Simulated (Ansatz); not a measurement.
# AgBr: the cost of one run

Computed with Ansatz 0.2.0 (DFT PBEsol, with the methods named in each step, unless a step's input says otherwise).

1 further run of the same task is left out (it didn't finish).

## (1) Starting point

Symmetry: Fm-3m, No. 225, cubic system. Conventional cell: a = 5.784 Å, b = 5.784 Å, c = 5.784 Å, α = 90.00°, β = 90.00°, γ = 90.00°. Ag (site symmetry m-3m) has 6 Br at 2.89 Å as nearest neighbours. Around Br (site symmetry m-3m) lie 6 Ag at 2.89 Å.

Coordinates:

```xyz
2
Lattice="0.0000 2.8922 2.8922 2.8922 0.0000 2.8922 2.8922 2.8922 0.0000" Properties=species:S:1:pos:R:3 pbc="T T T"
Ag    0.0000    0.0000    0.0000
Br    2.8922    2.8922    2.8922
```

Whether this phase is the stable one at these pressures isn't tested.

Atoms are numbered in the order of the input: Ag1, Br2.

## (2) The reference volume, LAPW

input.yaml reads:

```yaml
crystal:
  lattice:
    - [0.0, 2.8921694793, 2.8921694793]
    - [2.8921694793, 0.0, 2.8921694793]
    - [2.8921694793, 2.8921694793, 0.0]
  atoms:
    - { symbol: Ag, position: [0.0, 0.0, 0.0] }
    - { symbol: Br, position: [0.5, 0.5, 0.5] }
kpoints:
  mp_grid: { grid: [8, 8, 8] }
  band_path:
    path:
      - [0.0, 0.0, 0.0]
      - [0.5, 0.0, 0.5]
      - [0.625, 0.25, 0.625]
      - [0.375, 0.375, 0.75]
      - [0.0, 0.0, 0.0]
      - [0.5, 0.5, 0.5]
      - [0.5, 0.25, 0.75]
      - [0.5, 0.0, 0.5]
    npoints: 14
scf:
  occupations: { method: fermi_dirac, width: 0.03 }
hamiltonian:
  xc: pbesol
  pseudopotentials: { kind: all_electron, lapw: { basis_error: 0.001 } }
output:
  forces: true
  stress: true
  eigenvalues: true
  populations: true
```

Launch:

```console
$ ansatz run input.yaml --threads 1 --pin off --max-ram 2048MiB --backend cpu --events-out ev --progress --plain --runs-dir out
```

Q: Estimate wall time and peak memory on 1 thread of Intel Xeon Platinum 8488C (Sapphire Rapids), shared host.

About 9.5 s, with a peak of 0.4 GiB.
